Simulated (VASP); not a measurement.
# KCl (Fm-3m) in VASP: a series of runs

The runs below take KCl through single point, with r2SCAN.

Everything below comes from runs of VASP 6.6.1. Logs are shortened: lines on timing, memory, paths and dates and some standing lists are left out, and cuts for length are marked.

**Measured values to compare with.**

A printed reference work, monograph reports, for a bulk crystal of KCl: band gap 8.68 eV.

The results are compared with them further down.

### Step 1. The cell of the first run

Symmetry: Fm-3m, No. 225, cubic system. The conventional cell has a = 6.312 Å, b = 6.312 Å, c = 6.312 Å, α = 90.00°, β = 90.00°, γ = 90.00°. Within 4.2 Å of K (site symmetry m-3m) lie 6 Cl at 3.16 Å. Within 4.2 Å of Cl (site symmetry m-3m) lie 6 K at 3.16 Å.

### Step 2. Single point, r2SCAN

POSCAR reads:

```
KCl
1.0
    0.0000000000      3.1561000000      3.1561000000
    3.1561000000      0.0000000000      3.1561000000
    3.1561000000      3.1561000000      0.0000000000
K Cl
1 1
Direct
    0.0000000000      0.0000000000      0.0000000000
    0.5000000000      0.5000000000      0.5000000000
```

INCAR.step1 reads:

```
PREC = Accurate ; ENCUT = 520
ISMEAR = 0 ; SIGMA = 0.05
LREAL = F ; LASPH = T
NELM = 100 ; NBANDS = 15
GGA = PE ; ALGO = Normal
EDIFF = 1E-4 ; LWAVE = T
LCHARG = F
```

INCAR.step2 reads:

```
PREC = Accurate ; ENCUT = 520
EDIFF = 1E-6 ; ISMEAR = 0
SIGMA = 0.05 ; LREAL = F
LASPH = T ; NELM = 100
ALGO = Normal ; ISIF = 2
LWAVE = F ; LCHARG = T
METAGGA = R2SCAN ; LMIXTAU = T
LELF = T ; LVHAR = T
NBANDS = 15 ; ISTART = 1
```

KPOINTS reads:

```
regular mesh
0
Gamma
  6 6 6
```

Potentials or basis: VASP PAW PBE potentials, release 64 (K_sv, Cl).

On the command line:

```sh
cat potpaw_PBE.64/K_sv/POTCAR potpaw_PBE.64/Cl/POTCAR > POTCAR
cp INCAR.step1 INCAR
mpirun -np 1 vasp_std > vasp.out
cp INCAR.step2 INCAR
mpirun -np 1 vasp_std > vasp.out
```

OUTCAR:

```text
PREC = Accurate
   ENCUT = 520
   EDIFF = 1E-6
   ISMEAR = 0
   LREAL = F
   LASPH = T
   NELM = 100
   ISIF = 2
   METAGGA = R2SCAN
   ISTART = 1

 ion  position               nearest neighbor table
   1  0.000  0.000  0.000-   2 3.16   2 3.16   2 3.16   2 3.16   2 3.16   2 3.16
   2  0.500  0.500  0.500-   1 3.16   1 3.16   1 3.16   1 3.16   1 3.16   1 3.16

  LATTYP: Found a face centered cubic cell.
 ALAT       =     6.3122000000

  Lattice vectors:

 A1 = (   0.0000000000,   3.1561000000,   3.1561000000)
 A2 = (   3.1561000000,   0.0000000000,   3.1561000000)
 A3 = (   3.1561000000,   3.1561000000,   0.0000000000)

Analysis of symmetry for initial positions (statically):
=====================================================================
 Subroutine PRICEL returns:
 Original cell was already a primitive cell.

 Routine SETGRP: Setting up the symmetry group for a
 face centered cubic supercell.

 Subroutine GETGRP returns: Found 48 space group operations
 (whereof 48 operations were pure point group operations)
 out of a pool of 48 trial point group operations.

The static configuration has the point symmetry O_h .

Analysis of symmetry for dynamics (positions and initial velocities):
=====================================================================
 Subroutine PRICEL returns:
 Original cell was already a primitive cell.

 Routine SETGRP: Setting up the symmetry group for a
 face centered cubic supercell.

 Subroutine GETGRP returns: Found 48 space group operations
 (whereof 48 operations were pure point group operations)
 out of a pool of 48 trial point group operations.

The dynamic configuration has the point symmetry O_h .

 Subroutine INISYM returns: Found 48 space group operations
 (whereof 48 operations are pure point group operations),
 and found     1 'primitive' translations

----------------------------------------------------------------------------------------

                                     Primitive cell

  volume of cell :      62.8756

  direct lattice vectors                    reciprocal lattice vectors
     0.000000000  3.156100000  3.156100000    -0.158423371  0.158423371  0.158423371
     3.156100000  0.000000000  3.156100000     0.158423371 -0.158423371  0.158423371
     3.156100000  3.156100000  0.000000000     0.158423371  0.158423371 -0.158423371

  length of vectors
     4.463399424  4.463399424  4.463399424     0.274397327  0.274397327  0.274397327

  position of ions in fractional coordinates (direct lattice)
     0.000000000  0.000000000  0.000000000
     0.500000000  0.500000000  0.500000000

  ion indices of the primitive-cell ions
   primitive index   ion index
                 1           1
                 2           2

----------------------------------------------------------------------------------------

 KPOINTS: regular mesh

Automatic generation of k-mesh.
 Grid dimensions read from file:
 generate k-points for:    6    6    6

 Generating k-lattice:

  Cartesian coordinates                     Fractional coordinates (reciprocal lattice)
    -0.026403895  0.026403895  0.026403895     0.166666667  0.000000000  0.000000000
     0.026403895 -0.026403895  0.026403895     0.000000000  0.166666667  0.000000000
     0.026403895  0.026403895 -0.026403895     0.000000000  0.000000000  0.166666667

  Length of vectors
     0.045732888  0.045732888  0.045732888

  Shift w.r.t. Gamma in fractional coordinates (k-lattice)
     0.000000000  0.000000000  0.000000000

 Subroutine IBZKPT returns following result:
 ===========================================

 Found     16 irreducible k-points:

 Following reciprocal coordinates:
            Coordinates               Weight
  0.000000  0.000000  0.000000      1.000000
  0.166667  0.000000  0.000000      8.000000
  0.333333  0.000000  0.000000      8.000000
  0.500000  0.000000  0.000000      4.000000
  0.166667  0.166667  0.000000      6.000000
  0.333333  0.166667  0.000000     24.000000
[... 8 lines left out ...]
 -0.333333  0.333333  0.166667     24.000000
 -0.333333  0.500000  0.166667     12.000000
   k-points           NKPTS =     16   k-points in BZ     NKDIM =     16   number of bands    NBANDS=     15
   number of dos      NEDOS =    301   number of ions     NIONS =      2
   total plane-waves  NPLWV =  46656
   dimension x,y,z NGX =    36 NGY =   36 NGZ =   36
   dimension x,y,z NGXF=    72 NGYF=   72 NGZF=   72
   ions per type =               1   1
   NGX,Y,Z   is equivalent  to a cutoff of  13.41, 13.41, 13.41 a.u.
   NGXF,Y,Z  is equivalent  to a cutoff of  26.82, 26.82, 26.82 a.u.
 SYSTEM =  unknown system
   PREC   = accura    normal or accurate (medium, high low for compatibility)
   ISTART =      1    job   : 0-new  1-cont  2-samecut
   ICHARG =      0    charge: 1-file 2-atom 10-const
   ISPIN  =      1    spin polarized calculation?
   LNONCOLLINEAR =      F non collinear calculations
   LSORBIT =      F    spin-orbit coupling
   LASPH  =      T    aspherical Exc in radial PAW
   ENCUT  =  520.0 eV  38.22 Ry    6.18 a.u.   8.30  8.30  8.30*2*pi/ulx,y,z
   NELM   =    100;   NELMIN=  2; NELMDL=  0     # of ELM steps
   EDIFF  = 0.1E-05   stopping-criterion for ELM
   LREAL  =      F    real-space projection
[... 7 lines left out ...]
   TEBEG  =    0.0;   TEEND  =   0.0 temperature during run
   PSTRESS=    0.0 pullay stress
   NELECT =      16.0000    total number of electrons
   NUPDOWN=      -1.0000    fix difference up-down
   EMIN   =  10.00;   EMAX   =-10.00  energy-range for DOS
   EFERMI =   0.00;   METHOD = LEGACY
   ISMEAR =     0;   SIGMA  =   0.05  broadening in eV -4-tet -1-fermi 0-gaus
   EFERMI_NEDOS =   21; number of points for ismear=-14 and -15
   IALGO  =     38    algorithm
   IMIX   =      4    mixing-type and parameters
     AMIX     =   0.40;   BMIX     =  1.00
     AMIX_MAG =   1.60;   BMIX_MAG =  1.00
  volume/ion in A,a.u.               =      31.44       212.15
  Fermi-wavevector in a.u.,A,eV,Ry     =   1.037419  1.960437 14.643101  1.076238
  Thomas-Fermi vector in A             =   2.171856
   LORBIT       =      0    0 simple, 1 ext, 2 COOP (PROOUT), +10 PAW based schemes
   METAGGA = R2SCAN    functional components
   LHFCALC =     F    Hartree Fock is set to
   AEXX    =    0.0000 exact exchange contribution
   IVDW    =     0    specifies the selected vdW correction
   LEPSILON=     F    determine dielectric tensor
   LRPA    =     F    only Hartree local field effects (RPA)
 non-spin polarized calculation
 Gauss-broadening in eV      SIGMA  =   0.05
  energy-cutoff  :      520.00
  volume of cell :       62.88
 maximum number of plane-waves:      1711
 NGX is ok and might be reduce to    36
   NGX = 17   NGY = 17   NGZ = 17

 number of electron      16.0000000 magnetization

 Free energy of the ion-electron system (eV)
  ---------------------------------------------------
  ext. energy  EPLUGINS =         0.00000000
  ---------------------------------------------------
  free energy    TOTEN  =       -16.50634721 eV

  energy without entropy =      -16.50634721  energy(sigma->0) =      -16.50634721

 E-fermi :  -2.0050     XC(G=0):  -7.9123

 val. band max:       -2.3000491370   @ k =   0.0000   0.0000   0.0000
 cond. band min:       3.4972531058   @ k =   0.0000   0.0000   0.0000
 fundamental gap:      5.7973022428
 Fermi energy:        -2.0050232400

 k-point     1 :       0.0000    0.0000    0.0000
  band No.  band energies     occupation
      1     -30.5915      2.00000
      2     -14.9598      2.00000
      3     -13.2824      2.00000
      4     -13.2824      2.00000
      5     -13.2824      2.00000
      6      -2.3000      2.00000
      7      -2.3000      2.00000
      8      -2.3000      2.00000
      9       3.4973      0.00000
     10       6.7299      0.00000
     11       6.7299      0.00000
     12       6.7299      0.00000
     13       7.7675      0.00000
     14       7.7675      0.00000
     15      11.0359      0.00000

 k-point     2 :       0.1667    0.0000    0.0000
  band No.  band energies     occupation
      1     -30.5890      2.00000
      2     -15.0026      2.00000
      3     -13.2845      2.00000
      4     -13.2845      2.00000
      5     -13.2254      2.00000
      6      -2.6016      2.00000
      7      -2.3824      2.00000
      8      -2.3824      2.00000
      9       4.1265      0.00000
     10       6.5079      0.00000
     11       7.0858      0.00000
     12       7.0858      0.00000
     13       8.1463      0.00000
     14       8.1463      0.00000
     15      12.0547      0.00000

 k-point     3 :       0.3333    0.0000    0.0000
  band No.  band energies     occupation
      1     -30.5841      2.00000
      2     -15.0810      2.00000
      3     -13.2885      2.00000
      4     -13.2885      2.00000
      5     -13.1175      2.00000
      6      -3.1082      2.00000
      7      -2.5391      2.00000
      8      -2.5391      2.00000
      9       5.3254      0.00000
     10       6.5464      0.00000
     11       8.0560      0.00000
     12       8.0560      0.00000
     13       9.1039      0.00000
     14       9.1039      0.00000
     15      11.3975      0.00000

 k-point     4 :       0.5000    0.0000    0.0000
  band No.  band energies     occupation
      1     -30.5816      2.00000
      2     -15.1173      2.00000
      3     -13.2905      2.00000
      4     -13.2905      2.00000
      5     -13.0662      2.00000
      6      -3.3294      2.00000
      7      -2.6138      2.00000
      8      -2.6138      2.00000
      9       5.8056      0.00000
     10       6.9065      0.00000
     11       8.9925      0.00000
     12       8.9925      0.00000
     13       9.8468      0.00000
     14       9.8468      0.00000
     15      10.6324      0.00000
[... 163 lines left out ...]
 k-point    14 :       0.5000    0.3333    0.1667
  band No.  band energies     occupation
      1     -30.5810      2.00000
      2     -15.0044      2.00000
      3     -13.3401      2.00000
      4     -13.3150      2.00000
      5     -13.1880      2.00000
      6      -3.0398      2.00000
      7      -2.6070      2.00000
      8      -2.6007      2.00000
      9       5.7534      0.00000
     10       6.1571      0.00000
     11       8.3889      0.00000
     12       8.9937      0.00000
     13       9.1717      0.00000
     14       9.4999      0.00000
     15      10.3790      0.00000

 k-point    15 :      -0.3333    0.3333    0.1667
  band No.  band energies     occupation
      1     -30.5794      2.00000
      2     -14.9916      2.00000
      3     -13.3544      2.00000
      4     -13.3376      2.00000
      5     -13.1817      2.00000
      6      -2.9996      2.00000
      7      -2.7363      2.00000
      8      -2.6474      2.00000
      9       6.1912      0.00000
     10       6.4443      0.00000
     11       8.3218      0.00000
     12       8.5203      0.00000
     13       9.6719      0.00000
     14      10.3659      0.00000
     15      10.4457      0.00000

 k-point    16 :      -0.3333    0.5000    0.1667
  band No.  band energies     occupation
      1     -30.5787      2.00000
      2     -14.9242      2.00000
      3     -13.3957      2.00000
      4     -13.3552      2.00000
      5     -13.2355      2.00000
      6      -2.8745      2.00000
      7      -2.7115      2.00000
      8      -2.6588      2.00000
      9       5.4778      0.00000
     10       7.1848      0.00000
     11       7.6236      0.00000
     12       8.7358      0.00000
     13       9.5180      0.00000
     14      10.1926      0.00000
     15      10.7686      0.00000

------------------------ aborting loop because EDIFF is reached ----------------------------------------

  FORCE on cell =-STRESS in cart. coord.  units (eV):
  Direction    XX          YY          ZZ          XY          YZ          ZX
  --------------------------------------------------------------------------------------
  -------------------------------------------------------------------------------------
  Total       -0.0784770     -0.0784770     -0.0784770      0.0000000      0.0000000      0.0000000
  in kB       -1.9997266     -1.9997266     -1.9997266      0.0000000      0.0000000      0.0000000
  external PRESSURE =      -1.9997266 kB  Pullay stress =       0.0000000 kB

 VOLUME and BASIS-vectors are now :
 -----------------------------------------------------------------------------
  energy-cutoff  :      520.00
  volume of cell :       62.88
      direct lattice vectors                 reciprocal lattice vectors
     0.000000000  3.156100000  3.156100000    -0.158423371  0.158423371  0.158423371
     3.156100000  0.000000000  3.156100000     0.158423371 -0.158423371  0.158423371
     3.156100000  3.156100000  0.000000000     0.158423371  0.158423371 -0.158423371

 POSITION                                       TOTAL-FORCE (eV/Angst)
 -----------------------------------------------------------------------------------
      0.00000      0.00000      0.00000        -0.000000     -0.000000     -0.000000
      3.15610      3.15610      3.15610         0.000000      0.000000      0.000000
 -----------------------------------------------------------------------------------
    total drift:                                0.000000      0.000000      0.000000

  FREE ENERGIE OF THE ION-ELECTRON SYSTEM (eV)
  ---------------------------------------------------
  free  energy   TOTEN  =       -16.5063472071 eV

  energy  without entropy=      -16.5063472071  energy(sigma->0) =      -16.50634721
```

Wall time 33 s (1 thread of Intel Xeon 6975P-C (Granite Rapids), shared host); peak memory 0.21 GiB.

What came out:

```yaml
Free_energy: -16.5063 eV
Pressure: -0.2 GPa
Band_gap_on_the_k_mesh: 5.80 eV, direct
```

Caveat: the PAW data sets were made with another functional, which shifts forces and pressure a little.

### Step 3. Single point, r2SCAN

POSCAR is that of step 2.

INCAR.step1 reads:

```
SYSTEM = KCl
PREC = Accurate
ENCUT = 520
ISMEAR = 0
SIGMA = 0.05
LREAL = .False.
LASPH = .True.
NELM = 100
NBANDS = 15
GGA = PE
ALGO = Normal
EDIFF = 1E-4
LWAVE = .True.
LCHARG = .False.
```

INCAR.step2 reads:

```
SYSTEM = KCl
PREC = Accurate
ENCUT = 520
EDIFF = 1E-6
ISMEAR = 0
SIGMA = 0.05
LREAL = .False.
LASPH = .True.
NELM = 100
ALGO = Normal
ISIF = 2
LWAVE = .False.
LCHARG = .True.
METAGGA = R2SCAN
LMIXTAU = .True.
LELF = .True.
LVHAR = .True.
NBANDS = 15
ISTART = 1
```

KPOINTS reads:

```
regular mesh
0
Gamma
  8 8 8
  0 0 0
```

Potentials or basis: VASP PAW PBE potentials, release 64 (K_sv, Cl).

On the command line:

```sh
cat potpaw_PBE.64/K_sv/POTCAR potpaw_PBE.64/Cl/POTCAR > POTCAR
cp INCAR.step1 INCAR
mpirun -np 1 vasp_std > vasp.out
cp INCAR.step2 INCAR
mpirun -np 1 vasp_std > vasp.out
```

It took 51 s on 1 thread of Intel Xeon 6975P-C (Granite Rapids), shared host; peak memory 0.22 GiB.

Results (log left out):

```
Free energy            : -16.5063 eV
Pressure               : -0.2 GPa
Band gap on the k mesh : 5.80 eV, direct
```

Levels at points of the mesh, in eV from the valence-band top:
```csv
k point,band 6,band 7,band 8,band 9,band 10,band 11
"(0.00, 0.00, 0.00)",0.00,0.00,0.00,5.80,9.03,9.03
"(0.50, 0.00, 0.00)",-1.03,-0.31,-0.31,8.11,9.21,11.29
"(0.50, 0.50, 0.00)",-0.66,-0.22,-0.22,7.04,9.17,10.64
```

Caveat: the PAW data sets were made with another functional, which shifts forces and pressure a little.

### Step 4. Against experiment

Step 2. Measured gap of KCl: 8.68 eV (a printed reference work, monograph). This calculation gives 5.80 eV (-2.88 eV). The value is that of r2SCAN, without temperature or zero-point motion.

Step 3. Against the measured gap of KCl, 8.68 eV (a printed reference work, monograph), the calculated 5.80 eV is off by -2.88 eV. The value is that of r2SCAN on a finite k mesh, which can miss the band edges, without temperature or zero-point motion.
